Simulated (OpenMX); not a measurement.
**MgS (Niningerite) under changes of volume**

One of the cells (17.609 Å³/atom); the others are scaled copies at fixed shape and fractional positions:

```xyz
2
Lattice="0.0000 2.6016 2.6016 2.6016 0.0000 2.6016 2.6016 2.6016 0.0000" Properties=species:S:1:pos:R:3 pbc="T T T"
S     2.6016    2.6016    2.6016
Mg    0.0000    0.0000    0.0000
```

| Item | Value |
| --- | --- |
| Program | OpenMX 3.8.5 |
| Functional | PBE |
| Potentials or basis | OpenMX 2013 PBE set, S7.0-s2p2d1f1, Mg7.0-s3p2d1, fixed grid of 40 × 40 × 40 points |
| k mesh | 9 × 9 × 9 |
| Occupations | fermi-dirac, width 0.05 eV |
| Spin | no spin polarisation |

```csv
volume (Å³/atom),energy over the lowest point (meV/atom),gap on the mesh (eV)
16.553,31.74,2.99
16.905,17.57,2.95
17.257,7.96,2.90
17.609,?,?
17.962,0.00,2.82
18.314,1.12,2.78
18.666,4.95,2.74
```

**Question.** What does the run at 17.609 Å³/atom give?

**Answer.** Energy over the lowest point 2.24 meV/atom; gap on the mesh 2.86 eV.

Worked out: A Birch-Murnaghan fit of order 3 (a polynomial in V^(-2/3)) to the other rows has its minimum at 18.02 Å³/atom with B0 = V·E''(V) = 73 GPa and B' = 4.7. It gives 2.21 meV/atom at 17.609 Å³/atom, against the run's 2.24. A straight line through the other rows of the gap, of slope -2.09 eV per unit of ln V, gives 2.86 eV, against the run's 2.86.

Energies are extrapolated to zero smearing.

Caveats: an odd mesh through Γ misses points on the zone boundary, where band edges often lie; the basis of atomic orbitals isn't converged, which shifts pressures, moduli and gaps.
